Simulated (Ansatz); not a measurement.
Crystal: C.

```
CELL_PARAMETERS angstrom
2.52210 0.00000 0.00000
-1.26105 2.18420 0.00000
0.00000 0.00000 8.23710
ATOMIC_POSITIONS crystal
C 0.66667 0.33333 0.84375
C 0.33333 0.66667 0.34375
C 0.66667 0.33333 0.65625
C 0.33333 0.66667 0.15625
C 0.00000 0.00000 0.90625
C 0.00000 0.00000 0.40625
C 0.00000 0.00000 0.59375
C 0.00000 0.00000 0.09375
```

This is a hexagonal form of diamond, not graphite.

Base run:

| Quantity | Value |
| --- | --- |
| Program | Ansatz 0.2.0 |
| Functional | PBE |
| Potentials or basis | Ansatz PAW |
| Cutoff | 350 eV |
| Density cutoff | 1400 eV |
| k mesh | 12 × 12 × 4 |
| Occupations | fermi-dirac, width 0.05 eV |
| Spin | no spin polarisation |

Its results: band gap on the k mesh 4.42 eV, indirect (least direct gap 5.20 eV); pressure 1.3 GPa; largest force 0.322 eV/Å.

Question: The run is repeated on the same cell with these changes: potentials or basis from Ansatz PAW to SSSP efficiency PAW; cutoff from 350 eV to 612 eV; density cutoff from 1400 eV to 6123 eV. What comes out?

Answer: Band gap on the k mesh 4.43 eV, indirect (least direct gap 5.20 eV); pressure 2.7 GPa; largest force 0.329 eV/Å.

Caveats: the pressure holds a Pulay correction of +5.1 GPa for the finite cutoff (some runs); the cutoff lies under the one recommended for these potentials (some runs).
